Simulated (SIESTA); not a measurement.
The system is ZnS (Wurtzite-4H).

```
Zn S
1.0
     3.82270    0.00000    0.00000
    -1.91135    3.31056    0.00000
     0.00000    0.00000   12.52000
Zn S
4 4
Cartesian
  1.9114 1.1035 9.3900
  0.0000 2.2070 3.1300
  0.0000 0.0000 6.2600
  0.0000 0.0000 0.0000
  1.9114 1.1035 11.7375
  0.0000 2.2070 5.4775
  0.0000 0.0000 8.6075
  0.0000 0.0000 2.3475
```

Base run:

```yaml
Program: SIESTA 5.4.2
Functional: PBE
Potentials_or_basis: PseudoDojo 0.4 standard (PBE files)
Basis: DZP (energy shift 0.003 Ry; two zetas on semicore shells)
Grid_cutoff: 800 Ry
Energy_shift: 0.003 Ry
k_mesh: 8 × 8 × 3
Occupations: fermi-dirac, width 0.05 eV
Spin: no spin polarisation
```

Its results: band gap on the k mesh 2.51 eV, direct; pressure 2.2 GPa; largest force 0.028 eV/Å.

**Question.** The run is repeated on the same cell with these changes: basis from DZP (energy shift 0.003 Ry; two zetas on semicore shells) to TZP (energy shift 0.003 Ry; two zetas on semicore shells). What comes out?

**Answer.** Band gap on the k mesh 2.40 eV, direct; pressure 2.2 GPa; largest force 0.030 eV/Å.

Caveats: short orbitals over semicore shells can move pressures by several GPa; the valence orbitals were made in a potential fitted to the semicore shell under them, which widens gaps by tenths of an eV or more; the basis of atomic orbitals isn't converged, which shifts pressures, moduli and gaps; an odd mesh through Γ misses points on the zone boundary, where band edges often lie (some runs).

Not every run made on this cell is shown here.
